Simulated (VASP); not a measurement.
# CdS (F-43m) in VASP: further runs

Runs on CdS. Level: PBE. Tasks: relaxation of cell and atoms.

Program: VASP 6.6.1. These are calculated values, not measurements. Logs are shortened: lines on timing, memory, paths and dates and some standing lists are left out, and cuts for length are marked.

## Step 1: The structure

The structure is cubic, space group F-43m (No. 216). The conventional cell has a = 5.833 Å, b = 5.833 Å, c = 5.833 Å, α = 90.00°, β = 90.00°, γ = 90.00°. Around Cd (site symmetry -43m) lie 4 S at 2.53 Å. Around S (site symmetry -43m) lie 4 Cd at 2.53 Å.

## Step 2: Relaxation of cell and atoms, PBE

INCAR reads:

```
ALGO = Normal ; EDIFF = 1E-7
EDIFFG = -0.002 ; ENCUT = 520
GGA = PE ; IBRION = 2
ISIF = 3 ; ISMEAR = 0
KPAR = 4 ; LASPH = T
LCHARG = F ; LREAL = F
LWAVE = F ; NELM = 60
NSW = 80 ; PREC = Accurate
SIGMA = 0.02
```

KPOINTS reads:

```
k-points
0
Gamma
  10 10 10
```

POSCAR reads:

```
CdS
1.0
    0.0000000000      2.9165000000      2.9165000000
    2.9165000000      0.0000000000      2.9165000000
    2.9165000000      2.9165000000      0.0000000000
Cd S
1 1
Direct
    0.0000000000      0.0000000000      0.0000000000
    0.2500000000      0.2500000000      0.2500000000
```

Potentials or basis: VASP PAW PBE potentials, release 64 (Cd, S).

Run with:

```console
> cat potpaw_PBE.64/Cd/POTCAR potpaw_PBE.64/S/POTCAR > POTCAR
> mpirun -np 4 vasp_std > vasp.out
```

OUTCAR:

```text
EDIFF = 1E-7
   EDIFFG = -0.002
   ENCUT = 520
   GGA = PE
   IBRION = 2
   ISIF = 3
   ISMEAR = 0
   LASPH = T
   LREAL = F
   NELM = 60
   NSW = 80
   PREC = Accurate

 ion  position               nearest neighbor table
   1  0.000  0.000  0.000-   2 2.53   2 2.53   2 2.53   2 2.53
   2  0.250  0.250  0.250-   1 2.53   1 2.53   1 2.53   1 2.53

  LATTYP: Found a face centered cubic cell.
 ALAT       =     5.8330000000

  Lattice vectors:

 A1 = (   0.0000000000,   2.9165000000,   2.9165000000)
 A2 = (   2.9165000000,   0.0000000000,   2.9165000000)
 A3 = (   2.9165000000,   2.9165000000,   0.0000000000)

Analysis of symmetry for initial positions (statically):
=====================================================================
 Subroutine PRICEL returns:
 Original cell was already a primitive cell.

 Routine SETGRP: Setting up the symmetry group for a
 face centered cubic supercell.

 Subroutine GETGRP returns: Found 24 space group operations
 (whereof 24 operations were pure point group operations)
 out of a pool of 48 trial point group operations.

The static configuration has the point symmetry T_d .

Analysis of symmetry for dynamics (positions and initial velocities):
=====================================================================
 Subroutine PRICEL returns:
 Original cell was already a primitive cell.

 Routine SETGRP: Setting up the symmetry group for a
 face centered cubic supercell.

 Subroutine GETGRP returns: Found 24 space group operations
 (whereof 24 operations were pure point group operations)
 out of a pool of 48 trial point group operations.

The dynamic configuration has the point symmetry T_d .

 Subroutine INISYM returns: Found 24 space group operations
 (whereof 24 operations are pure point group operations),
 and found     1 'primitive' translations

----------------------------------------------------------------------------------------

                                     Primitive cell

  volume of cell :      49.6153

  direct lattice vectors                    reciprocal lattice vectors
     0.000000000  2.916500000  2.916500000    -0.171438368  0.171438368  0.171438368
     2.916500000  0.000000000  2.916500000     0.171438368 -0.171438368  0.171438368
     2.916500000  2.916500000  0.000000000     0.171438368  0.171438368 -0.171438368

  length of vectors
     4.124553855  4.124553855  4.124553855     0.296939964  0.296939964  0.296939964

  position of ions in fractional coordinates (direct lattice)
     0.000000000  0.000000000  0.000000000
     0.250000000  0.250000000  0.250000000

  ion indices of the primitive-cell ions
   primitive index   ion index
[... 100 lines left out ...]
   LHFCALC =     F    Hartree Fock is set to
   AEXX    =    0.0000 exact exchange contribution
   IVDW    =     0    specifies the selected vdW correction
   LEPSILON=     F    determine dielectric tensor
   LRPA    =     F    only Hartree local field effects (RPA)
 conjugate gradient relaxation of ions
 non-spin polarized calculation
 Gauss-broadening in eV      SIGMA  =   0.02
  energy-cutoff  :      520.00
  volume of cell :       49.62
 maximum number of plane-waves:      1363
   NGX = 15   NGY = 15   NGZ = 15

--------------------------------------- Ionic step        1  -------------------------------------------

 number of electron      18.0000004 magnetization

 Free energy of the ion-electron system (eV)
  ---------------------------------------------------
  ext. energy  EPLUGINS =         0.00000000
  ---------------------------------------------------
  free energy    TOTEN  =        -6.12153396 eV

  energy without entropy =       -6.12153396  energy(sigma->0) =       -6.12153396

------------------------ aborting loop because EDIFF is reached ----------------------------------------

  FORCE on cell =-STRESS in cart. coord.  units (eV):
  Direction    XX          YY          ZZ          XY          YZ          ZX
  --------------------------------------------------------------------------------------
  -------------------------------------------------------------------------------------
  Total        0.9948944      0.9948944      0.9948944      0.0000000      0.0000000      0.0000000
  in kB       32.1271090     32.1271090     32.1271090      0.0000000      0.0000000      0.0000000
  external PRESSURE =      32.1271090 kB  Pullay stress =       0.0000000 kB
[... 59 lines left out ...]
--------------------------------------- Ionic step        3  -------------------------------------------

 number of electron      18.0000000 magnetization

 Free energy of the ion-electron system (eV)
  ---------------------------------------------------
  ext. energy  EPLUGINS =         0.00000000
  ---------------------------------------------------
  free energy    TOTEN  =        -6.14731483 eV

  energy without entropy =       -6.14731483  energy(sigma->0) =       -6.14731483

 E-fermi :   0.9911     XC(G=0):  -8.9042

 val. band max:        0.8757088782   @ k =   0.0000   0.0000   0.0000
 cond. band min:       1.9077902313   @ k =   0.0000   0.0000   0.0000
 fundamental gap:      1.0320813531
 Fermi energy:         0.9910563262

 k-point     1 :       0.0000    0.0000    0.0000
  band No.  band energies     occupation
      1     -11.1838      2.00000
      2      -6.6766      2.00000
      3      -6.6766      2.00000
      4      -6.6766      2.00000
      5      -6.2657      2.00000
      6      -6.2657      2.00000
      7       0.8757      2.00000
      8       0.8757      2.00000
      9       0.8757      2.00000
     10       1.9078      0.00000
     11       7.4265      0.00000
     12       7.4265      0.00000
     13       7.4265      0.00000
[... 354 lines left out ...]
  band No.  band energies     occupation
      1     -10.7843      2.00000
      2      -6.4924      2.00000
      3      -6.4544      2.00000
      4      -6.4149      2.00000
      5      -6.2093      2.00000
      6      -6.0845      2.00000
      7      -2.2880      2.00000
      8      -0.6149      2.00000
      9      -0.4742      2.00000
     10       4.8647      0.00000
     11       5.4188      0.00000
     12       8.8041      0.00000
     13       9.8174      0.00000

 [... further k-points ...]

------------------------ aborting loop because EDIFF is reached ----------------------------------------

  FORCE on cell =-STRESS in cart. coord.  units (eV):
  Direction    XX          YY          ZZ          XY          YZ          ZX
  --------------------------------------------------------------------------------------
  -------------------------------------------------------------------------------------
  Total        0.0038217      0.0038217      0.0038217      0.0000000      0.0000000      0.0000000
  in kB        0.1170467      0.1170467      0.1170467      0.0000000      0.0000000      0.0000000
  external PRESSURE =       0.1170467 kB  Pullay stress =       0.0000000 kB
[... 17 lines left out ...]
  FREE ENERGIE OF THE ION-ELECTRON SYSTEM (eV)
  ---------------------------------------------------
  free  energy   TOTEN  =        -6.1473148279 eV

  energy  without entropy=       -6.1473148279  energy(sigma->0) =       -6.14731483

 reached required accuracy - stopping structural energy minimisation
```

It took 12 s on 4 MPI ranks of Intel Xeon 6975P-C (Granite Rapids), shared host; peak memory 0.2 GiB.

What came out:

- Free energy: -6.1473 eV
- Relaxed volume: 26.16 Å³/atom
- Relaxed cell: a = 4.198 Å, b = 4.198 Å, c = 4.198 Å, α = 60.00°, β = 60.00°, γ = 60.00°
- Space group after relaxing (to 0.05 Å): F-43m (No. 216)
- Energy gained by relaxing: 12.9 meV/atom
- Ionic steps: 3
- Pressure after relaxing: 0.0 GPa
- Band gap on the k mesh: 1.03 eV, direct

Step by step:
```csv
step,energy change (eV),largest force (eV/Å),pressure (GPa),volume (Å³)
1,0.0000,0.0000,3.21,49.62
2,-0.0230,0.0000,-0.93,53.27
3,-0.0258,0.0000,0.01,52.31
```

Final structure:
```xyz
2
Lattice="0.0000 2.9684 2.9684 2.9684 0.0000 2.9684 2.9684 2.9684 0.0000" Properties=species:S:1:pos:R:3 pbc="T T T"
Cd    0.0000    0.0000    0.0000
S     1.4842    1.4842    1.4842
```

## Step 3: Relaxation of cell and atoms, PBE

This run uses another cell than the first one, of 26.16 Å³/atom, 1.054 times its volume.

INCAR is that of step 2.

KPOINTS is that of step 2.

POSCAR reads:

```
CdS                                     
1.0
    0.0000000000      2.9684162855      2.9684162855
    2.9684162855      0.0000000000      2.9684162855
    2.9684162855      2.9684162855      0.0000000000
  Cd              S             
     1     1
Direct
     0.0000000000000000    0.0000000000000000    0.0000000000000000
     0.2500000000000000    0.2500000000000000    0.2500000000000000
```

Potentials or basis: VASP PAW PBE potentials, release 64 (Cd, S).

Run with:

```console
> cat potpaw_PBE.64/Cd/POTCAR potpaw_PBE.64/S/POTCAR > POTCAR
> mpirun -np 4 vasp_std > vasp.out
```

OUTCAR:

```text
EDIFF = 1E-7
   EDIFFG = -0.002
   ENCUT = 520
   GGA = PE
   IBRION = 2
   ISIF = 3
   ISMEAR = 0
   LASPH = T
   LREAL = F
   NELM = 60
   NSW = 80
   PREC = Accurate

 ion  position               nearest neighbor table
   1  0.000  0.000  0.000-   2 2.57   2 2.57   2 2.57   2 2.57
   2  0.250  0.250  0.250-   1 2.57   1 2.57   1 2.57   1 2.57

  LATTYP: Found a face centered cubic cell.
 ALAT       =     5.9368325710

  Lattice vectors:

 A1 = (   0.0000000000,   2.9684162855,   2.9684162855)
 A2 = (   2.9684162855,   0.0000000000,   2.9684162855)
 A3 = (   2.9684162855,   2.9684162855,   0.0000000000)

Analysis of symmetry for initial positions (statically):
=====================================================================
 Subroutine PRICEL returns:
 Original cell was already a primitive cell.

 Routine SETGRP: Setting up the symmetry group for a
 face centered cubic supercell.

 Subroutine GETGRP returns: Found 24 space group operations
 (whereof 24 operations were pure point group operations)
 out of a pool of 48 trial point group operations.

The static configuration has the point symmetry T_d .

[... 224 lines left out ...]
      7       0.8727      2.00000
      8       0.8727      2.00000
      9       0.8727      2.00000
     10       1.9040      0.00000
     11       7.4235      0.00000
     12       7.4235      0.00000
     13       7.4235      0.00000
[... 354 lines left out ...]
  band No.  band energies     occupation
      1     -10.7855      2.00000
      2      -6.4944      2.00000
      3      -6.4565      2.00000
      4      -6.4169      2.00000
      5      -6.2116      2.00000
      6      -6.0868      2.00000
      7      -2.2899      2.00000
      8      -0.6168      2.00000
      9      -0.4763      2.00000
     10       4.8615      0.00000
     11       5.4154      0.00000
     12       8.8005      0.00000
     13       9.8134      0.00000

 [... further k-points ...]

------------------------ aborting loop because EDIFF is reached ----------------------------------------

  FORCE on cell =-STRESS in cart. coord.  units (eV):
  Direction    XX          YY          ZZ          XY          YZ          ZX
  --------------------------------------------------------------------------------------
  -------------------------------------------------------------------------------------
  Total       -0.0014046     -0.0014046     -0.0014046      0.0000000     -0.0000000     -0.0000000
  in kB       -0.0430046     -0.0430046     -0.0430046      0.0000000     -0.0000000     -0.0000000
  external PRESSURE =      -0.0430046 kB  Pullay stress =       0.0000000 kB

 VOLUME and BASIS-vectors are now :
 -----------------------------------------------------------------------------
  energy-cutoff  :      520.00
  volume of cell :       52.33
      direct lattice vectors                 reciprocal lattice vectors
     0.000000000  2.968777510  2.968777510    -0.168419492  0.168419492  0.168419492
     2.968777510 -0.000000000  2.968777510     0.168419492 -0.168419492  0.168419492
     2.968777510  2.968777510 -0.000000000     0.168419492  0.168419492 -0.168419492

 POSITION                                       TOTAL-FORCE (eV/Angst)
 -----------------------------------------------------------------------------------
      2.96878     -0.00000      2.96878        -0.000000     -0.000000     -0.000000
      1.48439      1.48439      1.48439         0.000000      0.000000      0.000000
 -----------------------------------------------------------------------------------
    total drift:                               -0.000000     -0.000000     -0.000000

  FREE ENERGIE OF THE ION-ELECTRON SYSTEM (eV)
  ---------------------------------------------------
  free  energy   TOTEN  =        -6.1477346593 eV

  energy  without entropy=       -6.1477346593  energy(sigma->0) =       -6.14773466

 reached required accuracy - stopping structural energy minimisation
```

CONTCAR:

```text
CdS
   1.00000000000000
     0.0000000000000000    2.9687775098156539    2.9687775098156539
     2.9687775098156539   -0.0000000000000000    2.9687775098156539
     2.9687775098156539    2.9687775098156539   -0.0000000000000000
  Cd              S
     1     1
Direct
     0.0000000000000000    1.0000000000000000    0.0000000000000000
     0.2500000000000000    0.2500000000000000    0.2500000000000000

  0.00000000E+00  0.00000000E+00  0.00000000E+00
  0.00000000E+00  0.00000000E+00  0.00000000E+00
```

It took 7.1 s on 4 MPI ranks of Intel Xeon 6975P-C (Granite Rapids), shared host; peak memory 0.19 GiB.

What came out:

```yaml
Free_energy: -6.1477 eV
Relaxed_volume: 26.17 Å³/atom
Relaxed_cell: a = 4.198 Å, b = 4.198 Å, c = 4.198 Å, α = 60.00°, β = 60.00°, γ = 60.00°
Space_group_after_relaxing_to_0.05_Å: F-43m (No. 216)
Energy_gained_by_relaxing: 0.0 meV/atom
Ionic_steps: 2
Pressure_after_relaxing: 0.0 GPa
Band_gap_on_the_k_mesh: 1.03 eV, direct
```

Final structure:
```
CELL_PARAMETERS angstrom
0.00000 2.96878 2.96878
2.96878 0.00000 2.96878
2.96878 2.96878 0.00000
ATOMIC_POSITIONS crystal
Cd 0.00000 0.00000 0.00000
S 0.25000 0.25000 0.25000
```

PBE gaps usually lie below the measured ones, often by a third to a half.
